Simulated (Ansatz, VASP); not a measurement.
## Ta in VASP and in Ansatz

```
Ta
1.0
     2.89105    0.00000    0.00000
    -1.44552    2.50372    0.00000
     0.00000    0.00000    2.73187
Ta
1
Cartesian
  0.0000 0.0000 0.0000
```

Alike in both runs: functional PBE; k mesh 17 × 17 × 16; occupations fermi-dirac, width 0.05 eV; no spin polarisation.

Ansatz relaxed the structure, and its values are those at the end. VASP's run is a single point on that final structure, the one shown.

```csv
,VASP,Ansatz
version,VASP 6.6.1,Ansatz 0.2.0
potentials or method,"VASP PAW PBE potentials, release 64 (Ta_pv)","PAW with Ansatz's default frozen-core files, scalar-relativistic"
plane-wave cutoff (eV),520,420
valence electrons in the cell,11,13
```

Ansatz gave:

| Property | Result |
| --- | --- |
| pressure (GPa) | 0.0 |

Task: What did VASP give for the same quantities?

Result: Pressure (GPa): 0.1.

The functional is the same, so the differences come from potentials, cutoffs and numerics. The two sets of potentials don't hold the same shells in valence.

Spin-orbit coupling is left out, which matters for the levels of Ta.
